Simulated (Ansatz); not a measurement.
# Li: the cost of one run

Method: DFT PBE, scalar-relativistic, plane waves, PAW, in Ansatz 0.2.0.

1 further run of the same task is left out (set aside as unsound or not needed).

### Step 1. The starting structure

Symmetry: Fm-3m, No. 225, cubic system. Conventional cell: a = 4.322 Å, b = 4.322 Å, c = 4.322 Å, α = 90.00°, β = 90.00°, γ = 90.00°. Around Li (site symmetry m-3m) lie 12 Li at 3.06 Å.

Coordinates:

```cif
data_structure
_symmetry_space_group_name_H-M 'Fm-3m'
_symmetry_Int_Tables_number 225
_cell_length_a 4.3223
_cell_length_b 4.3223
_cell_length_c 4.3223
_cell_angle_alpha 90.000
_cell_angle_beta 90.000
_cell_angle_gamma 90.000
_cell_volume 80.75
loop_
_atom_site_label
_atom_site_type_symbol
_atom_site_symmetry_multiplicity
_atom_site_Wyckoff_symbol
_atom_site_fract_x
_atom_site_fract_y
_atom_site_fract_z
_atom_site_occupancy
Li1 Li 4 b 0.50000 0.00000 0.00000 1
```

The cell was relaxed beforehand at this level, from a generated guess; it needn't be the stable form of this composition. At a tolerance of 0.05 Å it has space group Fm-3m (No. 225); it has 20.19 Å³/atom, an uncorrected energy of -0.00 eV/atom over the standard state.

### Step 2. Electronic structure at the relaxed geometry

File input.yaml:

```yaml
crystal:
  lattice:
    - [0.0, 2.1616240828, 2.1607679895]
    - [2.1610122527, 0.0, 2.1607679895]
    - [2.1610122527, 2.1616240828, 0.0]
  atoms:
    - { symbol: Li, position: [0.5, 0.5, 0.5] }
basis:
  ecutwfc: 420
kpoints:
  mp_grid: { grid: [22, 22, 22] }
  band_path:
    path:
      - [[0.0, 0.0, 0.0], [0.0, -0.5, -0.5], [0.24985853, -0.25014147, -0.5]]
      - [[-0.24985853, 0.25014147, -0.5], [-0.5, 0.0, -0.5], [-0.5, -0.25019803, -0.75019803]]
      - [[0.5, 0.25019803, -0.24980197], [0.5, 0.5, 0.0], [0.25005656, 0.5, -0.24994344]]
      - [[-0.25005656, -0.5, -0.75005656], [0.0, -0.5, -0.5]]
    npoints: 14
hamiltonian:
  xc: pbe
scf:
  occupations: { method: gaussian, width: 0.1 }
  n_extra_bands: 6
output:
  forces: true
  stress: true
  eigenvalues: true
  populations: true
  dos: { projected: true, de: 0.02, nscf_kmesh: { grid: [27, 27, 27] } }
  bader: true
  write_density: true
  write_potential: true
  elf: true
  volumetric_format: npy
```

Run with:

```console
> ansatz run input.yaml --threads 1 --pin off --max-ram 2560MiB --backend cpu --events-out ev --progress --plain --runs-dir out
```

**Question.** How long does this run take on 1 thread of Arm Neoverse V1, shared host, and how much memory does it need?

About 63 s, with a peak of 0.6 GiB.
